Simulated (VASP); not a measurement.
A run of VASP 6.6.1 is set up as follows.

Contents of INCAR:

```
SYSTEM = MoS2
PREC = Accurate
ENCUT = 520
EDIFF = 1E-7
ISMEAR = 0
SIGMA = 0.05
LREAL = .FALSE.
LASPH = .TRUE.
NELM = 80
ALGO = Normal
ISIF = 2
LWAVE = .FALSE.
LCHARG = .FALSE.
ISPIN = 2
MAGMOM = 1 -0.5 0 0 0 0
LORBIT = 11
LMAXMIX = 4
LDAU = .TRUE.
LDAUTYPE = 2
LDAUL = 2 -1
LDAUU = 6 0
LDAUJ = 0 0
LDAUPRINT = 1
GGA = PE
```

The input KPOINTS:

```
Automatic mesh
0
G
  5 3 4
  0 0 0
```

The input POSCAR:

```
MoS2
1.0
    1.7819733800      3.0864684300      0.0000000000
   -5.3459201400      3.0864684300      0.0000000000
    0.0000000000      0.0000000000      5.7493858200
Mo S
2 4
Direct
    0.0000000000      0.0000000000      0.0000000000
    0.5000000000      0.5000000000      0.0000000000
    0.5000000000      0.1666666667      0.2520000000
    0.0000000000      0.6666666667      0.2520000000
    0.5000000000      0.8333333333      0.7480000000
    0.0000000000      0.3333333333      0.7480000000
```

Potentials or basis: VASP PAW PBE potentials, release 64 (Mo_sv, S).

Run with:

```bash
$ cat potpaw_PBE.64/Mo_sv/POTCAR potpaw_PBE.64/S/POTCAR > POTCAR
$ mpirun -np 1 vasp_std > vasp.out
```

Problem. What does it give for the pressure?

Solution. 0.6 GPa.

Problem. Estimate the band gap on the k mesh.

Solution. None (metal or under the smearing width).

Forces in eV/Å, atoms in the order of the input:
```
Mo   0.000  0.000  0.000
Mo   0.000  0.000  0.000
S    0.051 -0.029  0.171
S    0.263 -0.152  0.046
S   -0.051  0.029 -0.171
S   -0.263  0.152 -0.046
```

Caveat: this functional lacks dispersion, which binds the layers, so the pressure and a relaxed spacing across them are unreliable. The state reached can hang on the start; a lower one may exist.
